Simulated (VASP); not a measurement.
Write the native input for VASP 6.6.1 that does the following.

```
Task                   : relaxation of cell and atoms
Functional             : PBE
Potentials or basis    : VASP PAW PBE potentials, release 64 (Se)
Cutoff                 : 520 eV
k mesh                 : 15 × 15 × 15
Occupations            : gaussian, width 0.02 eV
Spin                   : non-collinear spin, zero start, spin-orbit coupling
Starting moments       : [[0.0, 0.0, 0.0]] μB
Target pressure        : 125 GPa
Further INCAR settings : ALGO = Normal; EDIFF = 1e-07; IBRION = 2; EDIFFG = -0.002; NSW = 80; ISIF = 3
Target pressure        : 125 GPa
```

The structure of Se lies in POSCAR:

```
Se
1.0
    1.9250000000      1.1113992700      0.8816666700
   -1.9250000000      1.1113992700      0.8816666700
    0.0000000000     -2.2227985400      0.8816666700
Se
1
Direct
    0.0000000000      0.0000000000      0.0000000000
```

This isn't the form of Se at room conditions, which is trigonal, of chains.

These files were run (other wordings do the same):

INCAR

```
SYSTEM = Se
PREC = Accurate
ENCUT = 520
EDIFF = 1E-7
ISMEAR = 0
SIGMA = 0.02
LREAL = .False.
LASPH = .True.
NELM = 60
ALGO = Normal
ISIF = 3
LWAVE = .False.
LCHARG = .False.
MAGMOM = 0 0 0
LORBIT = 11
LSORBIT = .True.
GGA_COMPAT = .False.
GGA = PE
IBRION = 2
NSW = 80
EDIFFG = -0.002
PSTRESS = 1250.0
KPAR = 4
```

KPOINTS

```
Automatic mesh
0
Gamma
  15 15 15
  0 0 0
```

Potentials or basis: VASP PAW PBE potentials, release 64 (Se).

Run with:

```bash
$ cat potpaw_PBE.64/Se/POTCAR > POTCAR
$ mpirun -np 4 vasp_ncl > vasp.out
```

Results of the run:

| Property | Result |
| --- | --- |
| Relaxed volume | 12.06 Å³/atom |
| Relaxed cell | a = 2.445 Å, b = 2.445 Å, c = 2.445 Å, α = 107.34°, β = 107.34°, γ = 107.34° |
| Space group after relaxing (to 0.05 Å) | R-3m (No. 166) |
| Energy change on relaxing (the enthalpy is what falls) | -660.0 meV/atom |
| Ionic steps | 9 |
| Pressure after relaxing | 125.0 GPa |
| Net moment | 0.00 μB per cell |
| Valence electrons inside the program's atomic spheres | Se 4.09 |

Caveat: the cell is relaxed towards a set pressure, so the enthalpy falls and the energy may rise.

Wall time 2.4 min on 4 MPI ranks on Intel(R) Xeon(R) Platinum 8559C (Emerald Rapids), on a shared host, peak memory 0.2 GiB a rank.
